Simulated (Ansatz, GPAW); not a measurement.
# 2H-WS2 bilayer, AA: simulated STM images, part 4 of 4

What would a tunnelling microscope show on 2H-WS2 bilayer, AA?

GPAW 26.7.0 and Ansatz 0.2.0; Ansatz plane waves; layer without images along its normal, relaxation of atoms and in-plane cell, with D3(BJ) dispersion (the session's first sound run).

So far. Step 2 (Relaxing the atoms): The relaxation lowered the energy of the cell by 1.08 eV. Step 3 (Plane waves, PBE): The layer is gapped, so the Fermi level lies somewhere inside the gap, set by smearing and numerics, and these work functions are no property of the material; the band edges below the vacuum level are. The potential is flat to 1.6e-5 eV/Å where it is read, so the vacuum is wide enough.

## Step 4: A second plane-wave code (continued)

Level of this step: Ansatz plane waves; slab in vacuum with a dipole correction (Ansatz).

Band density in the ca plane at fractional y = 0.667, with atoms of S within 0.2 Å of it.

Ten steps, logarithmic in the rise over the least value, from '0' (0.00 Å⁻³) to '9' (0.29 Å⁻³), each cell a mean:
```
00000000000000112344456899754443322334456899
00000000000000112334456899754433322334456899
00000000000000123456655798656654323356665788
00000000000000123568864566467875433467875566
00000000000000123566664344356665433467665344
00000000000000123566564343355665433466565344
00000000000000123568864566467875433467875466
00000000000000123456655788656664333456665688
```
Columns run along c (16.0 Å, from fractional 0.02 to 0.39 of the cell), rows up along a (3.2 Å). Atoms in or near the plane, at fractional coordinates: S at (0.18, 0.33), S at (0.26, 0.33), S at (0.34, 0.33).

ELF in the ca plane at fractional y = 0.667, with atoms of S within 0.2 Å of it. It is the smooth field of the valence electrons, not physical close to the nuclei.

Ten even steps from '0' (0.00) to '9' (0.94), each cell a mean:
```
00000000000000000122331232123321000012332233
00000000000000000012221232122210000011221133
00000000000000013567774222367775200367775222
00000000000000257998887423688899601799888522
00000000000001479995157423762399712897237622
00000000000001479994147423661389712897127622
00000000000000258998787423687799602799778522
00000000000000024678875222478876300478876322
```
Columns run along c (16.0 Å, from fractional 0.02 to 0.39 of the cell), rows up along a (3.2 Å). Atoms in or near the plane, at fractional coordinates: S at (0.18, 0.33), S at (0.26, 0.33), S at (0.34, 0.33).

In a gap the Fermi level hangs on smearing and numerics; here the upper work functions are 4.709 and 4.712 eV.

## Step 5: Side by side

Results and costs are gathered.

This step: comparison of work functions, dipole and cost (GPAW 26.7.0).

Ladder, by row:

```
  step    code  work function, upper (eV)  work function, lower (eV)  dipole (e Å)  wall time (s)  peak memory (GiB)  threads
    pw    GPAW                      4.712                      4.716       2.73e-4          145.3               0.53        1
ansatz  Ansatz                      4.709                      4.705      -1.75e-4           8.09              0.802        4
```

## Step 6: A changed run

One more run, with changed settings.

This step: GPAW, PAW setups; slab in vacuum (GPAW 26.7.0).

Input file run.py:

```python
import json
import numpy as np
from ase import Atoms
from gpaw import GPAW, PW

slab = Atoms(
    ['S', 'W', 'S', 'S', 'W', 'S'],
    positions=[
        [-0.00000, 1.82271, 8.00000],
        [-0.00000, -0.00000, 9.57666],
        [-0.00000, 1.82271, 11.15176],
        [-0.00000, 1.82271, 14.67115],
        [-0.00000, -0.00000, 16.24625],
        [-0.00000, 1.82271, 17.82291]],
    cell=[[3.15703, -0.0, 0.0], [-1.57851, 2.73407, 0.0], [0.0, 0.0, 25.8229]],
    pbc=[True, True, False])

slab.calc = GPAW(mode=PW(400), xc='pbe96', kpts={'size': (12, 12, 1), 'gamma': True},
                 occupations={'name': 'fermi-dirac', 'width': 0.05}, nbands='140%',
                 convergence={'density': 1e-05}, maxiter=50,
                 poissonsolver={'dipolelayer': 'xy'},
                 symmetry={'tolerance': 1e-3}, txt='slab.txt')
result = {}
energy = slab.get_potential_energy()
fermi = slab.calc.get_fermi_level()
v = slab.calc.get_electrostatic_potential().mean((0, 1)) - fermi
n = slab.calc.get_pseudo_density().mean((0, 1))
L = slab.cell[2, 2]
z = np.arange(len(v)) * L / len(v)
low, high = slab.positions[:, 2].min(), slab.positions[:, 2].max()
below, above = np.interp([low - 5.8, high + 5.8], z, v)
slopes = [np.interp(x, z, np.gradient(v, z)) for x in (low - 5.8, high + 5.8)]
eps = np.array([[slab.calc.get_eigenvalues(k, s) for k in range(len(slab.calc.get_ibz_k_points()))]
                for s in range(slab.calc.get_number_of_spins())]) - fermi
top, bottom = eps[eps < 0].max(), eps[eps > 0].min()
dipole = slab.get_dipole_moment()[2]
print(f'energy {energy:.4f} eV, Fermi level {fermi:.4f} eV, dipole {dipole:.5f} e A')
print(f'potential 5.8 A off the faces, from the Fermi level: lower {below:.4f} eV, upper {above:.4f} eV')
print(f'slope of the potential there: lower {slopes[0]:.5f}, upper {slopes[1]:.5f} eV/A')
print(f'nearest levels on the mesh: {top:.4f} and {bottom:.4f} eV')
print('magnetic moment', round(slab.get_magnetic_moment(), 3))
result.update(energy=energy, fermi=fermi, dipole=dipole, below=below, above=above, slopes=slopes, edges=[top, bottom],
              z=z.tolist(), v=v.tolist(), n=n.tolist(), positions=slab.positions.tolist(),
              forces=slab.get_forces(apply_constraint=False).tolist(), moments=slab.get_magnetic_moments().tolist())
json.dump(result, open('result.json', 'w'))
```

Launch:

```bash
$ OMP_NUM_THREADS=1 OPENBLAS_NUM_THREADS=1 python run.py
```

Numbers of over 12 decimals in the logs are rounded to 6 here.

What it wrote:

```text
NameError: Unknown functional: pbe96.
```

The job ended after 0.7 s (1 thread of Intel Xeon Platinum 8375C at 2.90GHz (Ice Lake), shared host; peak memory 0.1 GiB).

The input was rejected at the start.

The program's message: “NameError: Unknown functional: pbe96.”

The change that led to it: xc = "pbe96".

## Step 7: Results

| Quantity | Value |
| --- | --- |
| work function, both faces (Fermi level placed in the gap by the smearing) | 4.71 eV |
| ionisation energy from the upper face (highest filled level on the mesh) | 5.50 eV |
| electron affinity from the upper face (lowest empty Kohn-Sham level on the mesh) | 3.85 eV |
| dipole along the normal | 2.7e-4 e Å |
| corrugation at -1.5 V | 0.104 Å |
| corrugation at 2 V | 0.0142 Å |

The corrugation at constant current is largest at -1.5 V, where the tip height varies by 0.10 Å over the cell. Negative sample bias images filled states, positive bias empty ones. The levels nearest the Fermi level on the mesh lie 1.65 eV apart, so the slab is gapped there: the smearing puts the Fermi level inside the gap, and from either face the ionisation energy is the work function plus 0.79 eV. Both are Kohn-Sham levels on the mesh, and semilocal gaps are too small, so the affinity tends to come out too large and the ionisation energy too small. The images are of Tersoff-Hamann type: an s-wave tip, no tip-sample forces, heights closer than in a microscope. Ansatz gives corrugations of 0.097 Å at -1.5 V (GPAW 0.10) and 0.014 Å at 2 V (GPAW 0.014). GPAW's time includes a further run over the whole zone for the images, so the two times are not like for like. The layers' spacing was relaxed with a D3(BJ) dispersion term, which the later single points do not need. With elements this heavy, spin-orbit coupling can move band edges by tenths of an eV. Biases count from a Fermi level whose place in the gap is arbitrary, so only their reach past the band edges has a meaning. The small printed dipole stands for a step of -5.7 meV from the lower to the upper face, and the probes find -4.3 meV; values this small are near the numerical noise of both. The layer's cell and atoms come from the relaxation; spin-orbit coupling and temperature are left out.

[Logs are printed without paths, hosts, clocks, repeated set-up lines and the standing remarks that a program may print on its own settings, such as how far it seeks lower states.]

[Hosts, paths, dates, database ids (printed as entryN), source tags and the programs' standing remarks are cut or masked in the printed files.]
